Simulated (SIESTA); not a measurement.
# Al in SIESTA: the effect of dispersion

The system is Al, a slab with vacuum.

```
Al
1.0
     2.82708    0.00000    0.00000
    -1.41354    2.44832    0.00000
     0.00000    0.00000   26.48249
Al
6
Direct
  0.66667 0.33333 0.28321
  0.00000 0.00000 0.36992
  0.33333 0.66667 0.45664
  0.00000 0.00000 0.54336
  0.66667 0.33333 0.63008
  0.00000 0.00000 0.71679
```

The slab is cut from a database's or a generator's crystal, which needn't be the stable form of the element.

Alike in all runs:

| Property | Result |
| --- | --- |
| Program | SIESTA 5.4.2 |
| Task | single point |
| Functional | PBE |
| Potentials or basis | PseudoDojo 0.4 standard (PBE files) |
| Basis | DZP (energy shift 0.003 Ry) |
| Grid cutoff | 500 Ry |
| Energy shift | 0.003 Ry |
| k mesh | 11 × 11 × 1 |
| Occupations | fermi-dirac, width 0.05 eV |
| Spin | no spin polarisation |

```tsv
dispersion	largest force (eV/Å)
none	0.25
D3	?
D3(BJ)	0.15
D4	0.15
```

Problem. What does the run with dispersion D3 give?

Solution. Largest force 0.21 eV/Å.
